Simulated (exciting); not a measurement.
# Rh: single point with PBE

Rh:

```
Rh
1.0
     0.00000    1.89785    1.89785
     1.89785    0.00000    1.89785
     1.89785    1.89785    0.00000
Rh
1
Cartesian
  0.0000 0.0000 0.0000
```

```json
{
  "Program": "exciting (release sodium)",
  "Task": "single point",
  "Functional": "PBE",
  "Potentials or basis": "all-electron LAPW+lo, shipped species files, valence relativity iora*",
  "rgkmax": "9",
  "k mesh": "12 × 12 × 12",
  "Occupations": "gaussian, width 0.016 eV",
  "Spin": "no spin polarisation"
}
```

The band gap on the k mesh is none (metal or under the smearing width).

Levels at points of the mesh, in eV from the Fermi level:
```
           k point  band 4  band 5  band 6  band 7  band 8  band 9  band 10  band 11  band 12  band 13
(0.00, 0.00, 0.00)  -46.45   -8.05   -3.17   -3.17   -3.17   -1.07    -1.07    15.79    21.23    21.23
(0.50, 0.00, 0.00)  -46.56   -6.23   -3.26   -3.26    0.51    0.51     0.68     8.73    15.34    21.10
(0.50, 0.50, 0.00)  -46.73   -6.43   -6.06    0.48    0.93    0.93     3.22    12.48    13.26    13.26
```

Run time: 19 s on 1 thread of Intel(R) Xeon(R) Platinum 8488C (Sapphire Rapids) (shared host), peak memory 0.1 GiB.
